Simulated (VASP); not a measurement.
# Ag under changes of volume

One of the cells (17.389 Å³/atom); the others are scaled copies at fixed shape and fractional positions:

```xyz
1
Lattice="0.0000 2.0563 2.0563 2.0563 0.0000 2.0563 2.0563 2.0563 0.0000" Properties=species:S:1:pos:R:3 pbc="T T T"
Ag    0.0000    0.0000    0.0000
```

```yaml
Program: VASP 6.6.1
Functional: PBEsol
Potentials_or_basis: VASP PAW PBE potentials, release 64 (Ag)
Cutoff: 520 eV
k_mesh: 11 × 11 × 11
Occupations: fermi-dirac, width 0.05 eV
Spin: no spin polarisation
```

| volume (Å³/atom) | energy over the lowest point (meV/atom) | pressure (GPa) |
| --- | --- | --- |
| 16.025 | 7.29 | 4.5 |
| 16.366 | ? | ? |
| 16.707 | 0.00 | -0.9 |
| 17.389 | 12.89 | -5.0 |
| 17.730 | 25.21 | -6.6 |
| 18.071 | 40.70 | -8.0 |

Question: What does the run at 16.366 Å³/atom give?

Answer: Energy over the lowest point 0.77 meV/atom; pressure 1.6 GPa.

Worked out: A Birch-Murnaghan fit of order 3 (a polynomial in V^(-2/3)) to the other rows has its minimum at 16.58 Å³/atom with B0 = V·E''(V) = 121 GPa and B' = 6.2. It gives 0.73 meV/atom at 16.366 Å³/atom, against the run's 0.77, and -dE/dV = 1.6 GPa, against 1.6.

Energies are extrapolated to zero smearing.

Caveats: the PAW data sets were made with another functional, which shifts forces and pressure a little.
